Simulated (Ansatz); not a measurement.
## Response of Fe to small distortions

```yaml
crystal:
  lattice:
    - [0.00000, 1.82778, 1.82778]
    - [1.82778, 0.00000, 1.82778]
    - [1.82778, 1.82778, 0.00000]
  atoms:
    - { symbol: Fe, position: [0.00000, 0.00000, 0.00000] }
```

The cell is the one relaxed in the Materials Project (mp-150), not relaxed further here; entries there can be hypothetical.

Other magnetic orders may lie lower; this is the state that the run reached.

Method: DFT, PBE, PAW with Ansatz's default frozen-core files, scalar-relativistic in Ansatz 0.2.0.

Settings: a Γ-centred 17×17×17 k mesh, Fermi–Dirac smearing of 0.03 eV, cutoff 420 eV, spin-polarised from start moments Fe 3 μB.

The unchanged cell is at -1.86 GPa.

In a metal, stresses and small energies carry noise from the k mesh.

x, y and z are the Cartesian axes of the cell as listed; fractional coordinates follow a strain, and an engineering shear is twice the off-diagonal strain component.

Q: With this change (z strained by +4 % at fixed volume), what becomes of the energy and stress and moment?

A: Energy change -13.6 meV/atom; stress change (xx, yy, zz, yz, xz, xy) -3.81, -3.81, 3.57, 0.00, 0.00, 0.00 GPa, compression positive; moment 2.62 → 2.57 μB.

Q: With this change (equal xy, yz and zx engineering shear strains of -2 %), what becomes of the energy and stress and moment?

A: Energy change -0.8 meV/atom; stress change (xx, yy, zz, yz, xz, xy) -0.79, -0.79, -0.79, -0.21, -0.21, -0.21 GPa, compression positive; moment 2.62 → 2.58 μB.
